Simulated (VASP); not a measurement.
# Ga in VASP: a series of runs

Runs on Ga. Level: PBE. Tasks: work function.

Everything below comes from runs of VASP 6.6.1. Logs are shortened: lines on timing, memory, paths and dates and some standing lists are left out, and cuts for length are marked.

### 1 The structure

The cell holds a sheet with vacuum, 2 atoms: a = 4.330 Å, b = 4.330 Å, c = 23.800 Å, α = 90.00°, β = 90.00°, γ = 120.00°.

The cell was built by a generator and needn't be a form met in nature.

### 2 Work function, PBE

Input file INCAR:

```
SYSTEM = Ga
PREC = Accurate
ENCUT = 520
EDIFF = 1E-6
ISMEAR = -1
SIGMA = 0.05
LREAL = .False.
LASPH = .True.
NELM = 100
ALGO = Fast
ISIF = 2
LWAVE = .False.
LCHARG = .False.
LDIPOL = .True.
IDIPOL = 3
DIPOL = 0.5 0.5 0.294
GGA = PE
EFIELD = -0.3
LVHAR = .True.
LVACPOTAV = .True.
```

Input file KPOINTS:

```
Automatic mesh
0
Gamma
  7 7 1
  0 0 0
```

Input file POSCAR:

```
Ga
1.0
    4.3304700000      0.0000000000      0.0000000000
   -2.1652300000      3.7503000000      0.0000000000
    0.0000000000      0.0000000000     23.8000000000
Ga
2
Direct
    0.3333300000      0.6666700000      0.2941200000
    0.6666700000      0.3333300000      0.2941200000
```

Potentials or basis: VASP PAW PBE potentials, release 64 (Ga_d).

On the command line:

```
cat potpaw_PBE.64/Ga_d/POTCAR > POTCAR
mpirun -np 1 vasp_std > vasp.out
```

OUTCAR:

```text
SYSTEM = Ga
   PREC = Accurate
   ENCUT = 520
   EDIFF = 1E-6
   ISMEAR = -1
   LREAL = .False.
   LASPH = .True.
   NELM = 100
   ISIF = 2
   GGA = PE

 ion  position               nearest neighbor table
   1  0.333  0.667  0.294-   2 2.50   2 2.50   2 2.50
   2  0.667  0.333  0.294-   1 2.50   1 2.50   1 2.50

  LATTYP: Found a hexagonal cell.
 ALAT       =     4.3304700000
 C/A-ratio  =     5.4959392399

  Lattice vectors:

 A1 = (   4.3304700000,   0.0000000000,   0.0000000000)
 A2 = (  -2.1652300000,   3.7503000000,   0.0000000000)
 A3 = (   0.0000000000,   0.0000000000,  23.8000000000)

Analysis of symmetry for initial positions (statically):
=====================================================================
 Subroutine PRICEL returns:
 Original cell was already a primitive cell.

 Routine SETGRP: Setting up the symmetry group for a
 hexagonal supercell.

 Subroutine GETGRP returns: Found  8 space group operations
 (whereof  4 operations were pure point group operations)
 out of a pool of 24 trial point group operations.

The static configuration has the point symmetry C_2v.
 The point group associated with its full space group is D_2h.

Analysis of symmetry for dynamics (positions and initial velocities):
=====================================================================
 An external electric field (EFIELD) may reduce the allowed symmetry operations
 Subroutine PRICEL returns:
 Original cell was already a primitive cell.

 Routine SETGRP: Setting up the symmetry group for a
 hexagonal supercell.

 Subroutine GETGRP returns: Found  4 space group operations
 (whereof  4 operations were pure point group operations)
 out of a pool of 24 trial point group operations.

The dynamic configuration has the point symmetry C_2v.

 Subroutine INISYM returns: Found  4 space group operations
 (whereof  4 operations are pure point group operations),
 and found     1 'primitive' translations

----------------------------------------------------------------------------------------

                                     Primitive cell

  volume of cell :     386.5254

  direct lattice vectors                    reciprocal lattice vectors
     4.330470000  0.000000000  0.000000000     0.230921817  0.133322360  0.000000000
    -2.165230000  3.750300000  0.000000000     0.000000000  0.266645335  0.000000000
     0.000000000  0.000000000 23.800000000     0.000000000  0.000000000  0.042016807

  length of vectors
     4.330470000  4.330470072 23.800000000     0.266645339  0.266645335  0.042016807

  position of ions in fractional coordinates (direct lattice)
     0.333330000  0.666670000  0.294120000
     0.666670000  0.333330000  0.294120000

  ion indices of the primitive-cell ions
   primitive index   ion index
                 1           1
                 2           2

----------------------------------------------------------------------------------------

 KPOINTS: Automatic mesh

Automatic generation of k-mesh.
 Grid dimensions read from file:
 generate k-points for:    7    7    1

 Generating k-lattice:

  Cartesian coordinates                     Fractional coordinates (reciprocal lattice)
     0.032988831  0.019046051  0.000000000     0.142857143 -0.000000000  0.000000000
     0.000000000  0.038092191  0.000000000     0.000000000  0.142857143  0.000000000
     0.000000000  0.000000000  0.042016807     0.000000000  0.000000000  1.000000000

  Length of vectors
     0.038092191  0.038092191  0.042016807

  Shift w.r.t. Gamma in fractional coordinates (k-lattice)
     0.000000000  0.000000000  0.000000000

 Subroutine IBZKPT returns following result:
 ===========================================

 Found     16 irreducible k-points:

 Following reciprocal coordinates:
            Coordinates               Weight
  0.000000  0.000000  0.000000      1.000000
  0.142857  0.000000  0.000000      4.000000
 -0.142857  0.142857  0.000000      2.000000
  0.285714  0.000000  0.000000      4.000000
 -0.285714  0.285714  0.000000      2.000000
  0.428571  0.000000  0.000000      4.000000
[... 8 lines left out ...]
  0.285714  0.285714  0.000000      2.000000
 -0.285714 -0.428571  0.000000      4.000000
   k-points           NKPTS =     16   k-points in BZ     NKDIM =     16   number of bands    NBANDS=     17
   number of dos      NEDOS =    301   number of ions     NIONS =      2
   total plane-waves  NPLWV = 184320
   dimension x,y,z NGX =    32 NGY =   32 NGZ =  180
   dimension x,y,z NGXF=    64 NGYF=   64 NGZF=  360
   ions per type =               2
   NGX,Y,Z   is equivalent  to a cutoff of  12.28, 12.28, 12.57 a.u.
   NGXF,Y,Z  is equivalent  to a cutoff of  24.57, 24.57, 25.15 a.u.
 SYSTEM =  Ga
   PREC   = accura    normal or accurate (medium, high low for compatibility)
   ISTART =      0    job   : 0-new  1-cont  2-samecut
   ICHARG =      2    charge: 1-file 2-atom 10-const
   ISPIN  =      1    spin polarized calculation?
   LNONCOLLINEAR =      F non collinear calculations
   LSORBIT =      F    spin-orbit coupling
   LASPH  =      T    aspherical Exc in radial PAW
   ENCUT  =  520.0 eV  38.22 Ry    6.18 a.u.   8.05  8.05 44.25*2*pi/ulx,y,z
   NELM   =    100;   NELMIN=  2; NELMDL= -5     # of ELM steps
   EDIFF  = 0.1E-05   stopping-criterion for ELM
   LREAL  =      F    real-space projection
   EDIFFG = 0.1E-04   stopping-criterion for IOM
   NSW    =      0    number of steps for IOM
   IBRION =     -1    ionic relax: 0-MD 1-quasi-New 2-CG
   NFREE  =      0    steps in history (QN), initial steepest desc. (CG)
   ISIF   =      2    stress and relaxation
   ISYM   =      2    0-nonsym 1-usesym 2-fastsym
   POTIM  = 0.5000    time-step for ionic-motion
   TEBEG  =    0.0;   TEEND  =   0.0 temperature during run
   PSTRESS=    0.0 pullay stress
   NELECT =      26.0000    total number of electrons
   NUPDOWN=      -1.0000    fix difference up-down
   EMIN   =  10.00;   EMAX   =-10.00  energy-range for DOS
   EFERMI =   0.00;   METHOD = LEGACY
   ISMEAR =    -1;   SIGMA  =   0.05  broadening in eV -4-tet -1-fermi 0-gaus
   EFERMI_NEDOS =   21; number of points for ismear=-14 and -15
   IALGO  =     68    algorithm
   IMIX   =      4    mixing-type and parameters
     AMIX     =   0.40;   BMIX     =  1.00
     AMIX_MAG =   1.60;   BMIX_MAG =  1.00
  volume/ion in A,a.u.               =     193.26      1304.20
  Fermi-wavevector in a.u.,A,eV,Ry     =   0.665794  1.258168  6.031215  0.443282
  Thomas-Fermi vector in A             =   1.739898
   LORBIT       =      0    0 simple, 1 ext, 2 COOP (PROOUT), +10 PAW based schemes
   GGA     = PE    functional components
   LHFCALC =     F    Hartree Fock is set to
   AEXX    =    0.0000 exact exchange contribution
   IVDW    =     0    specifies the selected vdW correction
   LEPSILON=     F    determine dielectric tensor
   LRPA    =     F    only Hartree local field effects (RPA)
 non-spin polarized calculation
 RMM-DIIS sequential band-by-band and
  energy-cutoff  :      520.00
  volume of cell :      386.53
 maximum number of plane-waves:     10440
   NGX = 17   NGY = 17   NGZ = 89

 dipolmoment           0.000000      0.000000      0.000000 electrons x Angstroem

 number of electron      26.0000003 magnetization

 dipolmoment           0.000000      0.000000     -0.091144 electrons x Angstroem

 Free energy of the ion-electron system (eV)
  ---------------------------------------------------
  ext. energy  EPLUGINS =         0.00000000
  ---------------------------------------------------
  free energy    TOTEN  =        -4.58023093 eV

  energy without entropy =       -4.56386259  energy(sigma->0) =       -4.57204676

 E-fermi :  -3.3740     XC(G=0):  -1.8024

 val. band max:       -3.4571130249   @ k =   0.2857   0.0000   0.0000
 cond. band min:      -3.3451353072   @ k =  -0.1429   0.2857   0.0000
 fundamental gap:      0.1119777177
 Fermi energy:        -3.3740148088

 k-point     1 :       0.0000    0.0000    0.0000
  band No.  band energies     occupation
      1     -18.2334      2.00000
      2     -18.1106      2.00000
      3     -18.1106      2.00000
      4     -18.0609      2.00000
      5     -18.0608      2.00000
      6     -17.8989      2.00000
[... 9 lines left out ...]
     16      -0.8183      0.00000
     17      -0.2150      0.00000

 k-point     2 :       0.1429    0.0000    0.0000
  band No.  band energies     occupation
      1     -18.2298      2.00000
      2     -18.1154      2.00000
      3     -18.1045      2.00000
      4     -18.1024      2.00000
      5     -18.1016      2.00000
      6     -17.9074      2.00000
[... 9 lines left out ...]
     16      -0.2336      0.00000
     17       0.0084      0.00000

 k-point     3 :      -0.1429    0.1429    0.0000
  band No.  band energies     occupation
      1     -18.2297      2.00000
      2     -18.1154      2.00000
      3     -18.1044      2.00000
      4     -18.1024      2.00000
      5     -18.1016      2.00000
      6     -17.9074      2.00000
[... 9 lines left out ...]
     16      -0.2337      0.00000
     17       0.0083      0.00000

 k-point     4 :       0.2857    0.0000    0.0000
  band No.  band energies     occupation
      1     -18.2273      2.00000
      2     -18.1620      2.00000
      3     -18.1548      2.00000
      4     -18.1255      2.00000
      5     -18.0886      2.00000
      6     -17.9287      2.00000
[... 9 lines left out ...]
     16       0.0557      0.00000
     17       0.6610      0.00000
[... 183 lines left out ...]
      1     -18.2616      2.00000
      2     -18.1864      2.00000
      3     -18.1721      2.00000
      4     -18.1405      2.00000
      5     -18.0544      2.00000
      6     -17.9668      2.00000
[... 9 lines left out ...]
     16       0.5615      0.00000
     17       2.0131      0.00000

 k-point    15 :       0.2857    0.2857    0.0000
  band No.  band energies     occupation
      1     -18.2761      2.00000
      2     -18.1754      2.00000
      3     -18.1736      2.00000
      4     -18.1457      2.00000
      5     -18.0343      2.00000
      6     -17.9862      2.00000
[... 9 lines left out ...]
     16       1.7793      0.00000
     17       2.0855      0.00000

 k-point    16 :      -0.2857   -0.4286    0.0000
  band No.  band energies     occupation
      1     -18.2761      2.00000
      2     -18.1755      2.00000
      3     -18.1735      2.00000
      4     -18.1457      2.00000
      5     -18.0343      2.00000
      6     -17.9862      2.00000
[... 9 lines left out ...]
     16       1.7794      0.00000
     17       2.0851      0.00000

------------------------ aborting loop because EDIFF is reached ----------------------------------------

  FORCE on cell =-STRESS in cart. coord.  units (eV):
  Direction    XX          YY          ZZ          XY          YZ          ZX
  --------------------------------------------------------------------------------------
  -------------------------------------------------------------------------------------
  Total       -0.0323718     -0.0320376     -0.0250904      0.0002894      0.0000000      0.0000000
  in kB       -0.1341834     -0.1327981     -0.1040017      0.0011997      0.0000000      0.0000000
  external PRESSURE =      -0.1236611 kB  Pullay stress =       0.0000000 kB

 VOLUME and BASIS-vectors are now :
 -----------------------------------------------------------------------------
  energy-cutoff  :      520.00
  volume of cell :      386.53
      direct lattice vectors                 reciprocal lattice vectors
     4.330470000  0.000000000  0.000000000     0.230921817  0.133322360  0.000000000
    -2.165230000  3.750300000  0.000000000     0.000000000  0.266645335  0.000000000
     0.000000000  0.000000000 23.800000000     0.000000000  0.000000000  0.042016807

 POSITION                                       TOTAL-FORCE (eV/Angst)
 -----------------------------------------------------------------------------------
     -0.00002      2.50021      7.00006         0.000188     -0.000109      0.000000
      2.16526      1.25009      7.00006        -0.000188      0.000109      0.000000
 -----------------------------------------------------------------------------------
    total drift:                               -0.000000     -0.000000     -0.000657

  FREE ENERGIE OF THE ION-ELECTRON SYSTEM (eV)
  ---------------------------------------------------
  free  energy   TOTEN  =        -4.5802309313 eV

  energy  without entropy=       -4.5638625929  energy(sigma->0) =       -4.57204676
```

Run time: 69 s. Hardware: 1 thread of Intel Xeon 6975P-C (Granite Rapids), shared host; peak memory 0.45 GiB.

Results:

* Free energy: -4.5802 eV
* Band gap on the k mesh: none (metal or under the smearing width)

### 3 Work function, PBE

Edit INCAR of step 2 so:

```diff
@@ -17,3 +17,3 @@
 GGA = PE
-EFIELD = -0.3
+EFIELD = -0.1
 LVHAR = .True.
```

KPOINTS is that of step 2.

POSCAR is that of step 2.

Potentials or basis: VASP PAW PBE potentials, release 64 (Ga_d).

On the command line:

```
cat potpaw_PBE.64/Ga_d/POTCAR > POTCAR
mpirun -np 1 vasp_std > vasp.out
```

OUTCAR:

```text
SYSTEM = Ga
   PREC = Accurate
   ENCUT = 520
   EDIFF = 1E-6
   ISMEAR = -1
   LREAL = .False.
   LASPH = .True.
   NELM = 100
   ISIF = 2
   GGA = PE

 ion  position               nearest neighbor table
   1  0.333  0.667  0.294-   2 2.50   2 2.50   2 2.50
   2  0.667  0.333  0.294-   1 2.50   1 2.50   1 2.50

  LATTYP: Found a hexagonal cell.
 ALAT       =     4.3304700000
 C/A-ratio  =     5.4959392399

  Lattice vectors:

 A1 = (   4.3304700000,   0.0000000000,   0.0000000000)
 A2 = (  -2.1652300000,   3.7503000000,   0.0000000000)
 A3 = (   0.0000000000,   0.0000000000,  23.8000000000)

Analysis of symmetry for initial positions (statically):
=====================================================================
 Subroutine PRICEL returns:
 Original cell was already a primitive cell.

 Routine SETGRP: Setting up the symmetry group for a
 hexagonal supercell.

 Subroutine GETGRP returns: Found  8 space group operations
 (whereof  4 operations were pure point group operations)
 out of a pool of 24 trial point group operations.

[... 158 lines left out ...]
  energy without entropy =       -4.55165955  energy(sigma->0) =       -4.55987798

 E-fermi :  -3.3705     XC(G=0):  -1.8031

 val. band max:       -3.4526307180   @ k =   0.2857   0.0000   0.0000
 cond. band min:      -3.3421719746   @ k =  -0.1429   0.2857   0.0000
 fundamental gap:      0.1104587434
 Fermi energy:        -3.3705350886

 k-point     1 :       0.0000    0.0000    0.0000
  band No.  band energies     occupation
      1     -18.2296      2.00000
      2     -18.1068      2.00000
      3     -18.1067      2.00000
      4     -18.0570      2.00000
      5     -18.0569      2.00000
      6     -17.8950      2.00000
[... 297 lines left out ...]
      4     -18.1419      2.00000
      5     -18.0305      2.00000
      6     -17.9824      2.00000
[... 9 lines left out ...]
     16       2.1433      0.00000
     17       2.7589      0.00000

------------------------ aborting loop because EDIFF is reached ----------------------------------------

  FORCE on cell =-STRESS in cart. coord.  units (eV):
  Direction    XX          YY          ZZ          XY          YZ          ZX
  --------------------------------------------------------------------------------------
  -------------------------------------------------------------------------------------
  Total       -0.0467613     -0.0464254     -0.0078407      0.0002909      0.0000000      0.0000000
  in kB       -0.1938290     -0.1924367     -0.0325003      0.0012058      0.0000000      0.0000000
  external PRESSURE =      -0.1395887 kB  Pullay stress =       0.0000000 kB

 VOLUME and BASIS-vectors are now :
 -----------------------------------------------------------------------------
  energy-cutoff  :      520.00
  volume of cell :      386.53
      direct lattice vectors                 reciprocal lattice vectors
     4.330470000  0.000000000  0.000000000     0.230921817  0.133322360  0.000000000
    -2.165230000  3.750300000  0.000000000     0.000000000  0.266645335  0.000000000
     0.000000000  0.000000000 23.800000000     0.000000000  0.000000000  0.042016807

 POSITION                                       TOTAL-FORCE (eV/Angst)
 -----------------------------------------------------------------------------------
     -0.00002      2.50021      7.00006         0.000183     -0.000106      0.000000
      2.16526      1.25009      7.00006        -0.000183      0.000106      0.000000
 -----------------------------------------------------------------------------------
    total drift:                               -0.000000     -0.000000     -0.001149

  FREE ENERGIE OF THE ION-ELECTRON SYSTEM (eV)
  ---------------------------------------------------
  free  energy   TOTEN  =        -4.5680964113 eV

  energy  without entropy=       -4.5516595477  energy(sigma->0) =       -4.55987798

 vacuum level on the upper side and lower side of the slab         1.597         0.311
```

stdout:

```text
POSCAR found type information on POSCAR Ga
 POSCAR found :  1 types and       2 ions
 scaLAPACK will be used
 LDA part: xc-table for (Slater+PW92), standard interpolation
 POSCAR, INCAR and KPOINTS ok, starting setup
 FFT: planning ... GRIDC
 FFT: planning ... GRID_SOFT
 FFT: planning ... GRID
 WAVECAR not read
 entering main loop
 -----------------------------------------------------------------------------
|                                                                             |
|           W    W    AA    RRRRR   N    N  II  N    N   GGGG   !!!           |
|           W    W   A  A   R    R  NN   N  II  NN   N  G    G  !!!           |
|           W    W  A    A  R    R  N N  N  II  N N  N  G       !!!           |
|           W WW W  AAAAAA  RRRRR   N  N N  II  N  N N  G  GGG   !            |
|           WW  WW  A    A  R   R   N   NN  II  N   NN  G    G                |
|           W    W  A    A  R    R  N    N  II  N    N   GGGG   !!!           |
|                                                                             |
|     Did not find any points to average over, which means that no vacuum     |
|     field-free region was found. Please increase the size of  your cell     |
|     in the dimension of the dipole correction to obtain accurate            |
|     workfunction values.                                                    |
|                                                                             |
 -----------------------------------------------------------------------------
```

Wall time 63 s (1 thread of Intel Xeon 6975P-C (Granite Rapids), shared host); peak memory 0.46 GiB.

Results:

| Item | Value |
| --- | --- |
| Free energy | -4.5681 eV |
| Band gap on the k mesh | none (metal or under the smearing width) |
| Work function of the upper face | 4.97 eV |
| Work function of the lower face | 3.68 eV |

(Part 1 of 2 ends here.)
